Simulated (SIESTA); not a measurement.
The system is C.

```xyz
8
Lattice="2.5221 0.0000 0.0000 -1.2611 2.1842 0.0000 0.0000 0.0000 8.2371" Properties=species:S:1:pos:R:3 pbc="T T T"
C     1.2611    0.7281    6.9501
C     0.0000    1.4561    2.8315
C     1.2611    0.7281    5.4056
C     0.0000    1.4561    1.2870
C     0.0000    0.0000    7.4649
C     0.0000    0.0000    3.3463
C     0.0000    0.0000    4.8908
C     0.0000    0.0000    0.7722
```

This is a hexagonal form of diamond, not graphite.

Base run:

| Item | Value |
| --- | --- |
| Program | SIESTA 5.4.2 |
| Functional | vdW-DF2 |
| Potentials or basis | PseudoDojo 0.4 standard (PBE files) |
| Basis | DZP (energy shift 0.002 Ry) |
| Grid cutoff | 500 Ry |
| Energy shift | 0.002 Ry |
| k mesh | 12 × 12 × 4 |
| Occupations | fermi-dirac, width 0.05 eV |
| Spin | no spin polarisation |

Its results: band gap on the k mesh 5.02 eV, indirect (least direct gap 5.51 eV); pressure 30.8 GPa; largest force 0.351 eV/Å.

The run is repeated on the same cell with these changes: functional from vdW-DF2 to B86bPBE. What comes out?

Band gap on the k mesh 4.62 eV, indirect (least direct gap 5.30 eV); pressure 12.2 GPa; largest force 0.328 eV/Å.

Caveats: the potentials were made for another functional, which shifts forces and pressure; the basis of atomic orbitals isn't converged, which shifts pressures, moduli and gaps; a pressure of tens of GPa on the cell as given is suspect, and the run, the potentials or the cell itself is likely at fault (some runs).
